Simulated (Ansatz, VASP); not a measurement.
## BN in VASP and in Ansatz

```
B N
1.0
     0.00000    1.72762    1.72762
     1.72762    0.00000    1.72762
     1.72762    1.72762    0.00000
B N
1 1
Direct
  0.00000 0.00000 0.00000
  0.25000 0.25000 0.25000
```

Change from the starting cell: volume scaled by 0.88, LAPW.

Alike in both runs: task single point; functional PBEsol; k mesh 17 × 17 × 17; occupations fermi-dirac, width 0.08 eV; no spin polarisation.

|  | VASP | Ansatz |
| --- | --- | --- |
| version | VASP 6.6.1 | Ansatz 0.2.0 |
| potentials or method | VASP PAW PBE potentials, release 64 (B, N), cutoff 520 eV | all-electron LAPW, scalar-relativistic |

VASP gave:

```
gap on the k mesh at the Fermi level (eV) : 4.46
pressure (GPa)                            : 63.3
```

Q: Which values does Ansatz return?

A: gap on the k mesh at the Fermi level (eV): 4.47; pressure (GPa): 62.2.

Ansatz ran all-electron here, so the differences hold the error of VASP's frozen core and of both bases.

Caveats: the cell as given lies far from equilibrium; so large a pressure means that the cell lies far from this level's equilibrium, or that cutoff or potentials fall short (VASP); the potentials were made for another functional, which shifts forces and pressure (VASP); an odd mesh through Γ misses points on the zone boundary, where band edges often lie.
